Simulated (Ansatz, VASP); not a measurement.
**Two plane-wave programs on GaAs**

```
Ga As
1.0
     0.00000    2.87269    2.87269
     2.87269    0.00000    2.87269
     2.87269    2.87269    0.00000
Ga As
1 1
Direct
  0.00000 0.00000 0.00000
  0.25000 0.25000 0.25000
```

Alike in both runs: task single point; functional PBE; k mesh 12 × 12 × 12; occupations gaussian, width 0.02 eV; non-collinear spin, spin-orbit coupling.

|  | VASP | Ansatz |
| --- | --- | --- |
| version | VASP 6.6.1 | Ansatz 0.2.0 |
| potentials or method | VASP PAW PBE potentials, release 64 (Ga_d, As) | plane waves, PAW |
| plane-wave cutoff (eV) | 520 | 420 |
| valence electrons in the cell | 18 | 28 |

|  | VASP | Ansatz | Ansatz less VASP |
| --- | --- | --- | --- |
| gap on the k mesh at the Fermi level (eV) | 0.06 | 0.05 | -0.003 |
| least direct gap on the mesh (eV) | 0.06 | 0.05 | -0.003 |
| net moment per atom (μB) | 0.00 | 0.00 | 0.000 |

With one functional, cell and mesh, what is left measures potentials, basis and numerics. The two sets of potentials don't hold the same shells in valence.
